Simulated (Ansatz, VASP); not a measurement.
**SnO2: VASP beside Ansatz**

The input INCAR:

```
  ALGO = Normal
  EDIFF = 1E-6
  ENCUT = 520
  GGA = PE
  ISIF = 2
  ISMEAR = 0
  LASPH = True
  LCHARG = False
  LREAL = False
  LWAVE = False
  NBANDS = 20
  NELM = 100
  PREC = Accurate
  SIGMA = 0.01
```

Contents of KPOINTS:

```
k-points
0
Gamma
  6 6 6
```

Contents of POSCAR:

```
SnO2
1.0
    1.6170930000      0.9336290000      4.8005930000
   -1.6170930000      0.9336290000      4.8005930000
    0.0000000000     -1.8672580000      4.8005930000
Sn O
1 2
Direct
    0.5000000000      0.5000000000      0.5000000000
    0.2371700000      0.2371700000      0.2371700000
    0.7628300000      0.7628300000      0.7628300000
```

Input for Ansatz:

```yaml
crystal:
  lattice:
    - [1.617093, 0.933629, 4.800593]
    - [-1.617093, 0.933629, 4.800593]
    - [0.0, -1.867258, 4.800593]
  atoms:
    - { symbol: Sn, position: [0.5, 0.5, 0.5] }
    - { symbol: O, position: [0.23717, 0.23717, 0.23717] }
    - { symbol: O, position: [0.76283, 0.76283, 0.76283] }
kpoints:
  mp_grid: { grid: [6, 6, 6] }
hamiltonian:
  xc: pbe
  pseudopotentials: { kind: paw }
scf:
  convergence: { dr2_threshold: 1.0e-08 }
  occupations: { method: fixed }
output:
  write_density: true
  write_potential: true
```

Alike in both runs: task single point; functional PBE; k mesh 6 × 6 × 6; no spin polarisation.

|  | VASP | Ansatz |
| --- | --- | --- |
| version | VASP 6.6.1 | Ansatz 0.2.0 |
| potentials or method | VASP PAW PBE potentials, release 64 (Sn_d, O) | plane waves, PAW |
| plane-wave cutoff (eV) | 520 | 420 |
| occupations | gaussian, width 0.01 eV | fixed |
| valence electrons in the cell | 26 | 26 |

Ansatz gave:

| Item | Value |
| --- | --- |
| gap on the k mesh at the Fermi level (eV) | 1.94 |

Q: Which values does VASP return?

A: gap on the k mesh at the Fermi level (eV): 1.91.

Caveats: spin-orbit coupling is left out, which moves the levels of the heavy elements. As with any semilocal functional, this PBE gap is likely too small. A k mesh can miss the band edges.
